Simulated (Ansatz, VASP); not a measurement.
## One calculation of Al, two programs

```
CELL_PARAMETERS angstrom
0.00000 2.74152 2.74152
2.74152 0.00000 2.74152
2.74152 2.74152 0.00000
ATOMIC_POSITIONS crystal
Al 0.91250 0.86250 0.86250
Al 0.08750 0.13750 0.13750
```

Change from the starting cell: shortest bond scaled by 1.1, LAPW.

Alike in both runs: task single point; functional PBEsol; k mesh 10 × 10 × 10; occupations fermi-dirac, width 0.05 eV; no spin polarisation.

|  | VASP | Ansatz |
| --- | --- | --- |
| version | VASP 6.6.1 | Ansatz 0.2.0 |
| potentials or method | VASP PAW PBE potentials, release 64 (Al), cutoff 520 eV | all-electron LAPW, scalar-relativistic |

```tsv
	VASP	Ansatz	Ansatz less VASP
pressure (GPa)	19.7	19.4	-0.32
largest component of the traceless stress (GPa)	8.47	8.39	-0.083
rms of the force components (eV/Å)	0.689	0.682	-0.0065
```

Atom by atom the forces differ by 0.006 eV/Å (rms over components). Ansatz ran all-electron here, so the differences hold the error of VASP's frozen core and of both bases.

Caveats: so large a pressure means that the cell lies far from this level's equilibrium, or that cutoff or potentials fall short (VASP); the potentials were made for another functional, which shifts forces and pressure (VASP).
